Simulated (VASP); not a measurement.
# From an Ansatz input to VASP: MgS (strained measured structure)

Ansatz input

```yaml
crystal:
  lattice:
    - [0.0, 2.60151774, 2.5260737256]
    - [2.60151774, 0.0, 2.5260737256]
    - [2.60151774, 2.60151774, 0.0]
  atoms:
    - { symbol: Mg, position: [0.0, 0.0, 0.0] }
    - { symbol: S, position: [0.5, 0.5, 0.5] }
kpoints:
  mp_grid: { grid: [8, 8, 8] }
  band_path:
    path:
      - [0.0, 0.0, 0.0]
      - [0.5, 0.0, 0.5]
      - [0.625, 0.25, 0.625]
      - [0.375, 0.375, 0.75]
      - [0.5, 0.5, 0.5]
      - [0.5, 0.25, 0.75]
      - [0.5, 0.5, 0.0]
    npoints: 1
hamiltonian:
  xc: pbe
scf:
  occupations: { method: fermi_dirac, width: 0.02 }
  n_extra_bands: 4
output:
  forces: true
  stress: true
  eigenvalues: true
```

Q: Translate this input to VASP.

A: 

INCAR

```
LWAVE = .FALSE.
LREAL = .FALSE.
NBANDS = 11
LASPH = .TRUE.
ISIF = 2
ISMEAR = -1
LELF = .TRUE.
EDIFF = 1E-7
PREC = Accurate
NELM = 120
GGA = PE
LCHARG = .TRUE.
SIGMA = 0.02
IBRION = -1
ENCUT = 520
NSW = 0
```

KPOINTS

```
KPOINTS created by Atomic Simulation Environment
0
Gamma
8 8 8
0 0 0
```

KPOINTS_OPT

```
special points
7
Reciprocal
0.0000000000 0.0000000000 0.0000000000 1
0.5000000000 0.0000000000 0.5000000000 1
0.6250000000 0.2500000000 0.6250000000 1
0.3750000000 0.3750000000 0.7500000000 1
0.5000000000 0.5000000000 0.5000000000 1
0.5000000000 0.2500000000 0.7500000000 1
0.5000000000 0.5000000000 0.0000000000 1
```

POSCAR

```
Mg S
 1.0000000000000000
     0.0000000000000000    2.6015177399999998    2.5260737255999999
     2.6015177399999998    0.0000000000000000    2.5260737255999999
     2.6015177399999998    2.6015177399999998    0.0000000000000000
 Mg  S
   1   1
Cartesian
  0.0000000000000000  0.0000000000000000  0.0000000000000000
  2.6015177399999998  2.6015177399999998  2.5260737255999999
```

VASP ran with the recommended PBE PAW datasets (8 valence electrons in the cell). Other inputs would serve too.

```tsv
	Ansatz	VASP
gap between bands v and c	2.71 eV	2.70 eV
least direct gap	3.91 eV	3.90 eV
pressure	3.8 GPa	3.5 GPa
```

Each program uses its own PAW datasets. VASP's cell holds 8 valence electrons and Ansatz's 16. Ansatz's stress includes a Pulay correction; VASP's doesn't.
